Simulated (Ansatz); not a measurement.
Wanted: the native input for an Ansatz 0.2.0 run.

| Quantity | Value |
| --- | --- |
| Task | single point |
| Functional | PBEsol |
| Potentials or basis | Ansatz PAW |
| Cutoff | 420 eV (not typed: the program's choice for these potentials) |
| k mesh | 11 × 11 × 11 |
| Occupations | gaussian, width 0.02 eV |
| Spin | no spin polarisation |

The system is MgO.

```xyz
2
Lattice="0.0000 2.0970 2.0970 2.0970 0.0000 2.0970 2.0970 2.0970 0.0000" Properties=species:S:1:pos:R:3 pbc="T T T"
Mg    0.0000    0.0000    0.0000
O     2.0970    2.0970    2.0970
```

The cell is a database's computed one.

The input as run:

input.yaml

```yaml
crystal:
  lattice:
    - [0.0, 2.0970013927, 2.0970013927]
    - [2.0970013927, 0.0, 2.0970013927]
    - [2.0970013927, 2.0970013927, 0.0]
  atoms:
    - { symbol: Mg, position: [0.0, 0.0, 0.0] }
    - { symbol: O, position: [0.5, 0.5, 0.5] }
hamiltonian:
  xc: pbesol
  pseudopotentials: { kind: paw }
kpoints:
  mp_grid: { grid: [11, 11, 11] }
scf:
  occupations: { method: gaussian, width: 0.02 }
output:
  forces: true
  stress: true
  eigenvalues: true
  write_density: true
  write_potential: true
  elf: true
  volumetric_format: npy
```

Potentials or basis: Ansatz PAW.

The run is started by

```sh
$ ansatz run input.yaml --threads 2 --pin off --max-ram 5632MiB --backend cpu --events-out ev --progress --plain --runs-dir out
```

Results of the run:

The pressure is 2.3 GPa and the band gap on the k mesh is 4.76 eV, direct.

Caveat: odd divisions of the mesh miss points on the zone boundary, where band edges often lie, so the gap on the mesh can be too wide; the pressure holds a Pulay correction of +0.7 GPa for the finite cutoff; the PAW data sets come from PBE, with cores solved anew for the run's functional, which leaves a small shift of forces and pressure.

It took 0.79 s on 2 threads of Arm Neoverse V1 (shared host), peak memory 0.26 GiB.
